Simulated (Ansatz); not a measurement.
# SrO: the cost of one run

The runs shown are made with Ansatz 0.2.0. PAW datasets, plane waves. Computed at 0 K without zero-point motion; spin polarisation is off.

## (1) The system as given

The unstrained cell was relaxed with r2SCAN; in each strained cell the atoms were relaxed again with r2SCAN. Names of k-points are those of the unstrained zone, where strain can split equivalent points. First state: +2.0 % equal strain in all directions.

Space group P6_3/mmc (No. 194), hexagonal; a = 4.356 Å, c = 5.248 Å in the conventional setting, 21.56 Å³ an atom. Around Sr lie 5 O at 2.52–2.62 Å; around O lie 5 Sr at 2.52–2.62 Å.

Coordinates:

```
Sr O
1.0
     4.35627    0.00000    0.00000
    -2.17814    3.77264    0.00000
     0.00000    0.00000    5.24839
Sr O
2 2
Cartesian
  0.0000 2.5151 4.9204
  2.1781 1.2575 2.2962
  0.0000 2.5151 2.2962
  2.1781 1.2575 4.9204
```

From earlier runs on the unstrained cell: PBE 2.66 eV, r2SCAN 3.03 eV, HSE06 4.00 eV; a = 4.270 Å, c = 5.144 Å.

## (2) +2.0 % equal strain in all directions: PBE

Contents of input.yaml:

```yaml
crystal:
  lattice:
    - [4.3562736472, 0.0, 0.0]
    - [-2.1781368236, 3.7726436443, 0.0]
    - [0.0, 0.0, 5.2483901368]
  atoms:
    - { symbol: Sr, position: [0.3333333333, 0.6666666667, 0.9375] }
    - { symbol: Sr, position: [0.6666666667, 0.3333333333, 0.4375] }
    - { symbol: O, position: [0.3333333333, 0.6666666667, 0.4375] }
    - { symbol: O, position: [0.6666666667, 0.3333333333, 0.9375] }
kpoints:
  mp_grid: { grid: [12, 12, 6] }
  band_path:
    path:
      - [0.0, 0.0, 0.0]
      - [0.5, 0.0, 0.0]
      - [0.3333333333, 0.3333333333, 0.0]
      - [0.0, 0.0, 0.5]
      - [0.5, 0.0, 0.5]
      - [0.3333333333, 0.3333333333, 0.5]
    npoints: 1
hamiltonian:
  xc: pbe
scf:
  occupations: { method: fermi_dirac, width: 0.02 }
  n_extra_bands: 5
output:
  forces: true
  stress: true
  eigenvalues: true
```

Launch:

```bash
ansatz run input.yaml --threads 4 --pin off --max-ram 4608MiB --backend cpu --events-out ev --progress --plain --runs-dir out
```

Q: Estimate wall time and peak memory on 4 threads of Arm Neoverse V2, shared host.

About 2.4 s, with a peak of 0.41 GiB.
